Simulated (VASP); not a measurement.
# S (R-3m) in VASP: a series of runs, part 2 of 3

VASP 6.6.1. Earlier steps stand in the parts before.

## (3) Relaxation of cell and atoms, PBEsol, target pressure 173 GPa, at which the enthalpy is minimised

This run uses another cell than the first one, of 8.44 Å³/atom, 1.054 times its volume.

File INCAR:

```
PREC = Accurate ; ENCUT = 600
EDIFF = 1E-7 ; ISMEAR = 1
SIGMA = 0.1 ; LREAL = F
LASPH = T ; NELM = 80
ALGO = Normal ; ISIF = 3
LWAVE = F ; LCHARG = F
GGA = PS ; IBRION = 2
NSW = 90 ; EDIFFG = -0.005
PSTRESS = 1730.0
```

File KPOINTS:

```
Automatic mesh
0
Gamma
  19 19 19
```

File POSCAR:

```
S                                       
1.0
    1.6718042578      0.9652166383      0.8721745954
   -1.6718042578      0.9652166383      0.8721745954
    0.0000000000     -1.9304332764      0.8721745954
  S             
     1
Direct
     0.0000000000000000    0.0000000000000000    0.0000000000000000
```

Potentials or basis: VASP PAW PBE potentials, release 64 (S).

Command:

```
$ cat potpaw_PBE.64/S/POTCAR > POTCAR
$ mpirun -np 1 vasp_std > vasp.out
```

It took 32 s on 1 thread of Intel Xeon Platinum 8259CL at 2.50GHz (Skylake/Cascade Lake), shared host; peak memory 0.15 GiB.

Results (log left out):

| Item | Value |
| --- | --- |
| Free energy | -1.4932 eV |
| Pressure after relaxing | 173.0 GPa |
| Band gap on the k mesh | none (metal or under the smearing width) |

Final structure:
```
S
1.0
     1.67180    0.96522    0.87217
    -1.67180    0.96522    0.87217
     0.00000   -1.93043    0.87217
S
1
Direct
  0.00000 0.00000 0.00000
```

Levels at points of the mesh, in eV from the Fermi level:
| k point | band 1 | band 2 | band 3 | band 4 | band 5 | band 6 |
| --- | --- | --- | --- | --- | --- | --- |
| (0.00, 0.00, 0.00) | -26.04 | 4.57 | 7.83 | 7.83 | 8.36 | 8.36 |

Caveat: the relaxation stopped at its first step, so nothing moved; the cell is relaxed towards a set pressure, so the enthalpy falls and the energy may rise; the PAW data sets were made with another functional, which shifts forces and pressure a little.

## (4) Relaxation of cell and atoms, LDA, target pressure 160 GPa, at which the enthalpy is minimised

File INCAR:

```
  PREC = Accurate
  ENCUT = 600
  EDIFF = 1E-6
  ISMEAR = 1
  SIGMA = 0.1
  LREAL = False
  LASPH = True
  NELM = 80
  ALGO = Normal
  ISIF = 3
  LWAVE = False
  LCHARG = False
  IBRION = 2
  NSW = 90
  EDIFFG = -0.01
  PSTRESS = 1600.0
```

KPOINTS is that of step 3.

File POSCAR:

```
S
1.0
    1.6385000000      0.9459884161      0.8613333333
   -1.6385000000      0.9459884161      0.8613333333
    0.0000000000     -1.8919768321      0.8613333333
S
1
Direct
    0.0000000000      0.0000000000      0.0000000000
```

Potentials or basis: VASP PAW LDA potentials, release 64 (S).

Command:

```
$ cat potpaw_LDA.64/S/POTCAR > POTCAR
$ mpirun -np 1 vasp_std > vasp.out
```

OUTCAR:

```text
PREC = Accurate
   ENCUT = 600
   EDIFF = 1E-6
   ISMEAR = 1
   LREAL = False
   LASPH = True
   NELM = 80
   ISIF = 3
   IBRION = 2
   NSW = 90
   EDIFFG = -0.01
   PSTRESS = 1600.0

 ion  position               nearest neighbor table
   1  0.000  0.000  0.000-

  LATTYP: Found a trigonal (rhomboedric) cell.
 ALAT       =     2.0788149135
 COS(alpha) =    -0.2424852435

  Lattice vectors:

 A1 = (   1.6385000000,   0.9459884161,   0.8613333333)
 A2 = (  -1.6385000000,   0.9459884161,   0.8613333333)
 A3 = (   0.0000000000,  -1.8919768321,   0.8613333333)

Analysis of symmetry for initial positions (statically):
=====================================================================
 Subroutine PRICEL returns:
 Original cell was already a primitive cell.

 Routine SETGRP: Setting up the symmetry group for a
 trigonal (rhombohedral) supercell.

 Subroutine GETGRP returns: Found 12 space group operations
 (whereof 12 operations were pure point group operations)
 out of a pool of 12 trial point group operations.

The static configuration has the point symmetry D_3d.

Analysis of symmetry for dynamics (positions and initial velocities):
=====================================================================
 Subroutine PRICEL returns:
 Original cell was already a primitive cell.

 Routine SETGRP: Setting up the symmetry group for a
 trigonal (rhombohedral) supercell.

 Subroutine GETGRP returns: Found 12 space group operations
 (whereof 12 operations were pure point group operations)
 out of a pool of 12 trial point group operations.

The dynamic configuration has the point symmetry D_3d.

 Subroutine INISYM returns: Found 12 space group operations
 (whereof 12 operations are pure point group operations),
 and found     1 'primitive' translations

----------------------------------------------------------------------------------------

                                     Primitive cell

  volume of cell :       8.0104

  direct lattice vectors                    reciprocal lattice vectors
     1.638500000  0.945988416  0.861333333     0.305157156  0.176182566  0.386996904
    -1.638500000  0.945988416  0.861333333    -0.305157156  0.176182566  0.386996904
     0.000000000 -1.891976832  0.861333333     0.000000000 -0.352365132  0.386996904

  length of vectors
     2.078814913  2.078814913  2.078814913     0.523381114  0.523381114  0.523381114

  position of ions in fractional coordinates (direct lattice)
     0.000000000  0.000000000  0.000000000

  ion indices of the primitive-cell ions
   primitive index   ion index
                 1           1

----------------------------------------------------------------------------------------

 KPOINTS: Automatic mesh

Automatic generation of k-mesh.
 Grid dimensions read from file:
 generate k-points for:   19   19   19

 Generating k-lattice:

  Cartesian coordinates                     Fractional coordinates (reciprocal lattice)
     0.016060903  0.009272767  0.020368258     0.052631579 -0.000000000  0.000000000
    -0.016060903  0.009272767  0.020368258    -0.000000000  0.052631579  0.000000000
     0.000000000 -0.018545533  0.020368258     0.000000000  0.000000000  0.052631579

  Length of vectors
     0.027546374  0.027546374  0.027546374

  Shift w.r.t. Gamma in fractional coordinates (k-lattice)
[... 41 lines left out ...]
   NGXF,Y,Z  is equivalent  to a cutoff of  28.79, 28.79, 28.79 a.u.
 SYSTEM =  unknown system
   PREC   = accura    normal or accurate (medium, high low for compatibility)
   ISTART =      0    job   : 0-new  1-cont  2-samecut
   ICHARG =      2    charge: 1-file 2-atom 10-const
   ISPIN  =      1    spin polarized calculation?
   LNONCOLLINEAR =      F non collinear calculations
   LSORBIT =      F    spin-orbit coupling
   LASPH  =      T    aspherical Exc in radial PAW
   ENCUT  =  600.0 eV  44.10 Ry    6.64 a.u.   4.15  4.15  4.15*2*pi/ulx,y,z
   NELM   =     80;   NELMIN=  2; NELMDL= -5     # of ELM steps
   EDIFF  = 0.1E-05   stopping-criterion for ELM
   LREAL  =      F    real-space projection
   EDIFFG = -.1E-01   stopping-criterion for IOM
   NSW    =     90    number of steps for IOM
   IBRION =      2    ionic relax: 0-MD 1-quasi-New 2-CG
   NFREE  =      1    steps in history (QN), initial steepest desc. (CG)
   ISIF   =      3    stress and relaxation
   ISYM   =      2    0-nonsym 1-usesym 2-fastsym
   POTIM  = 0.5000    time-step for ionic-motion
   TEBEG  =    0.0;   TEEND  =   0.0 temperature during run
   PSTRESS= 1600.0 pullay stress
   NELECT =       6.0000    total number of electrons
   NUPDOWN=      -1.0000    fix difference up-down
   EMIN   =  10.00;   EMAX   =-10.00  energy-range for DOS
   EFERMI =   0.00;   METHOD = LEGACY
   ISMEAR =     1;   SIGMA  =   0.10  broadening in eV -4-tet -1-fermi 0-gaus
   EFERMI_NEDOS =   21; number of points for ismear=-14 and -15
   IALGO  =     38    algorithm
   IMIX   =      4    mixing-type and parameters
     AMIX     =   0.40;   BMIX     =  1.00
     AMIX_MAG =   1.60;   BMIX_MAG =  1.00
  volume/ion in A,a.u.               =       8.01        54.06
  Fermi-wavevector in a.u.,A,eV,Ry     =   1.486758  2.809565 30.074995  2.210450
  Thomas-Fermi vector in A             =   2.600004
   LORBIT       =      0    0 simple, 1 ext, 2 COOP (PROOUT), +10 PAW based schemes
   GGA     = CA    functional components
   LHFCALC =     F    Hartree Fock is set to
   AEXX    =    0.0000 exact exchange contribution
   IVDW    =     0    specifies the selected vdW correction
   LEPSILON=     F    determine dielectric tensor
   LRPA    =     F    only Hartree local field effects (RPA)
 conjugate gradient relaxation of ions
 non-spin polarized calculation
 Methfessel and Paxton  Order N= 1 SIGMA  =   0.10
  energy-cutoff  :      600.00
  volume of cell :        8.01
 maximum number of plane-waves:       280
 NGX is ok and might be reduce to    18
   NGX =  9   NGY =  9   NGZ =  9

--------------------------------------- Ionic step        1  -------------------------------------------

 number of electron       5.9999999 magnetization

 Free energy of the ion-electron system (eV)
  ---------------------------------------------------
  ext. energy  EPLUGINS =         0.00000000
  ---------------------------------------------------
  free energy    TOTEN  =        -1.45053754 eV

  energy without entropy =       -1.45058154  energy(sigma->0) =       -1.45055221

------------------------ aborting loop because EDIFF is reached ----------------------------------------

  FORCE on cell =-STRESS in cart. coord.  units (eV):
  Direction    XX          YY          ZZ          XY          YZ          ZX
  --------------------------------------------------------------------------------------
  -------------------------------------------------------------------------------------
  Total       10.1469380     10.1469380      9.9064697      0.0000000      0.0000000      0.0000000
  in kB     2029.5082522   2029.5082522   1981.4117188      0.0000000      0.0000001      0.0000000
  external PRESSURE =     413.4760744 kB  Pullay stress =    1600.0000000 kB
[... 283 lines left out ...]
--------------------------------------- Ionic step        9  -------------------------------------------

 number of electron       6.0000001 magnetization

 Free energy of the ion-electron system (eV)
  ---------------------------------------------------
  ext. energy  EPLUGINS =         0.00000000
  ---------------------------------------------------
  free energy    TOTEN  =        -2.08608124 eV

  energy without entropy =       -2.08592252  energy(sigma->0) =       -2.08602833

 E-fermi :  19.3521     XC(G=0): -14.2447

 val. band max:       19.3518415762   @ k =  -0.1053  -0.3158   0.0526
 cond. band min:      19.3709850697   @ k =   0.4737   0.3684   0.1579
 fundamental gap:      0.0191434935
 Fermi energy:        19.3520628908

 k-point     1 :       0.0000    0.0000    0.0000
  band No.  band energies     occupation
      1      -6.3016      2.00000
      2      23.6912      0.00000
      3      26.8886      0.00000
      4      26.8886      0.00000
      5      27.6387      0.00000
      6      27.6387      0.00000
      7      35.2335      0.00000
[... 221 lines left out ...]
 k-point    24 :      -0.2632    0.0526    0.0000
  band No.  band energies     occupation
      1      -4.0218      2.00000
      2      13.7374      2.00000
      3      23.9384      0.00000
      4      26.6371      0.00000
      5      27.7902      0.00000
      6      32.1580      0.00000
      7      36.6353      0.00000

 [... further k-points ...]

------------------------ aborting loop because EDIFF is reached ----------------------------------------

  FORCE on cell =-STRESS in cart. coord.  units (eV):
  Direction    XX          YY          ZZ          XY          YZ          ZX
  --------------------------------------------------------------------------------------
  -------------------------------------------------------------------------------------
  Total        8.5649267      8.5649267      8.5676787      0.0000000      0.0000000      0.0000000
  in kB     1599.9871993   1599.9871993   1600.5012983      0.0000000      0.0000001      0.0000000
  external PRESSURE =       0.1585656 kB  Pullay stress =    1600.0000000 kB
[... 20 lines left out ...]
  energy  without entropy=       -2.0859225189  energy(sigma->0) =       -2.08602833

  enthalpy is  TOTEN    =         6.4789139784 eV   P V=        8.5649952148

 reached required accuracy - stopping structural energy minimisation
```

CONTCAR:

```text
S
   1.00000000000000
     1.6764329644302549    0.9678890233478867    0.8809570135576820
    -1.6764329644302549    0.9678890233478867    0.8809570135576820
    -0.0000000000000000   -1.9357780465247678    0.8809570134821039
  S
     1
Direct
     0.0000000000000000    0.0000000000000000    0.0000000000000000

  0.00000000E+00  0.00000000E+00  0.00000000E+00
```

It took 1.8 min on 1 thread of Intel Xeon Platinum 8259CL at 2.50GHz (Skylake/Cascade Lake), shared host; peak memory 0.14 GiB.

Results:

| Property | Result |
| --- | --- |
| Free energy | -2.0861 eV |
| Relaxed volume | 8.58 Å³/atom |
| Relaxed cell | a = 2.127 Å, b = 2.127 Å, c = 2.127 Å, α = 104.04°, β = 104.04°, γ = 104.04° |
| Space group after relaxing (to 0.05 Å) | R-3m (No. 166) |
| Energy change on relaxing (the enthalpy is what falls) | -635.5 meV/atom |
| Ionic steps | 9 |
| Pressure after relaxing | 160.0 GPa |
| Band gap on the k mesh | none (metal or under the smearing width) |

Step by step:
```
step  energy change (eV)  largest force (eV/Å)  pressure (GPa)  volume (Å³)
   1              0.0000                0.0000          201.35         8.01
   2             -2.0109                0.0000           64.36        10.65
   3             -0.6892                0.0000          156.77         8.63
   4             -0.6400                0.0000          159.61         8.58
   5             -0.6283                0.0000          160.33         8.57
   6             -0.6308                0.0000          160.33         8.57
   7             -0.6304                0.0000          160.30         8.57
   8             -0.6468                0.0000          159.34         8.59
   9             -0.6355                0.0000          160.02         8.58
```

Final structure:
```yaml
crystal:
  lattice:
    - [1.67643, 0.96789, 0.88096]
    - [-1.67643, 0.96789, 0.88096]
    - [0.00000, -1.93578, 0.88096]
  atoms:
    - { symbol: S, position: [0.00000, 0.00000, 0.00000] }
```

Levels at points of the mesh, in eV from the Fermi level:
```
           k point  band 1  band 2  band 3  band 4  band 5  band 6  band 7
(0.00, 0.00, 0.00)  -25.65    4.34    7.54    7.54    8.29    8.29   15.88
```

Caveat: the cell is relaxed towards a set pressure, so the enthalpy falls and the energy may rise.

(Continued in part 3 of 3.)
